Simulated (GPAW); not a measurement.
Write an ASE script for GPAW 26.7.0 that does the following.

- Task: band structure
- Functional: SCAN
- Potentials or basis: GPAW PAW data sets (gpaw-data 1.2.1)
- Cutoff: 800 eV
- Basis: pw
- k mesh: 6 × 6 × 5
- Occupations: fermi-dirac, width 0.05 eV
- Spin: no spin polarisation
- Maxiter: 150
- Band path: GXMGZRAZ,XR,MA
- Band points: 80

Crystal: CuO.

```
CELL_PARAMETERS angstrom
3.42205 0.00000 0.00000
0.00000 3.42205 0.00000
0.00000 0.00000 4.26046
ATOMIC_POSITIONS crystal
Cu 0.00000 0.50000 0.00000
Cu 0.50000 0.00000 0.50000
O 0.00000 0.00000 0.25000
O 0.00000 0.00000 0.75000
```

Measurements of this composition are mostly on another form, of space group No. 15.

The input as run:

run.py

```python
from ase import Atoms
from ase.dft.bandgap import bandgap
from ase.io import write
from ase.units import GPa
from gpaw import GPAW, PW

atoms = Atoms(['Cu', 'Cu', 'O', 'O'],
              cell=[[3.42205097, 0.0, 0.0],
                    [0.0, 3.42205097, 0.0],
                    [0.0, 0.0, 4.26046148]],
              scaled_positions=[[0.0, 0.5, 0.0],
                                [0.5, 0.0, 0.5],
                                [0.0, 0.0, 0.25],
                                [0.0, 0.0, 0.75]],
              pbc=True)

calc = GPAW(mode=PW(800),
            xc='MGGA_X_SCAN+MGGA_C_SCAN',
            kpts={'size': (6, 6, 5), 'gamma': True},
            occupations={'name': 'fermi-dirac', 'width': 0.05},
            nbands=33,
            convergence={'density': 1e-05, 'energy': 1e-05},
            maxiter=150,
            txt='gpaw.txt')
atoms.calc = calc
energy = atoms.get_potential_energy()
forces = atoms.get_forces()
stress = atoms.get_stress()
calc.write('gs.gpw')
write('result.traj', atoms)
print(f'Energy: {energy:.6f} eV')
print('Forces (eV/A):')
print(forces.round(4))
print('Stress (GPa):', (stress / GPa).round(3))
print('Fermi level:', round(calc.get_fermi_level(), 4), 'eV')
print(f'Gap: {bandgap(calc)[0]:.4f} eV, direct: {bandgap(calc, direct=True)[0]:.4f} eV')

path = atoms.cell.bandpath('GXMGZRAZ,XR,MA', npoints=80, eps=1e-4)
bs_calc = calc.fixed_density(kpts=path, symmetry='off', nbands=47,
                             convergence={'bands': 'CBM+6.0', 'eigenstates': 1e-6}, txt='bands.txt')
bs = bs_calc.band_structure()
bs.write('bs.json')
print(f'Gap on the path: {bandgap(bs_calc)[0]:.4f} eV')
```

Potentials or basis: GPAW PAW data sets (gpaw-data 1.2.1), pw.

Run with:

```sh
$ OMP_NUM_THREADS=1 python run.py
```

It gave:

| Quantity | Value |
| --- | --- |
| Pressure | -7.6 GPa |
| Band gap along the path | none (metal or under the smearing width) |

Caveat: with this Cu data set, volumes or pressures lay over 1.5 % or 2 GPa off other programs in two to four cells of ten; the PAW data sets were made with another functional, which shifts forces and pressure a little; the run has no spin polarisation, though such a crystal can be magnetic; semilocal functionals often make such compounds metallic where correlation or magnetic order opens a gap, which also shifts bond lengths.

It took 10 min on 1 thread of Intel(R) Xeon(R) Platinum 8259CL CPU @ 2.50GHz (Skylake/Cascade Lake), with other jobs on the host, peak memory 0.58 GiB.
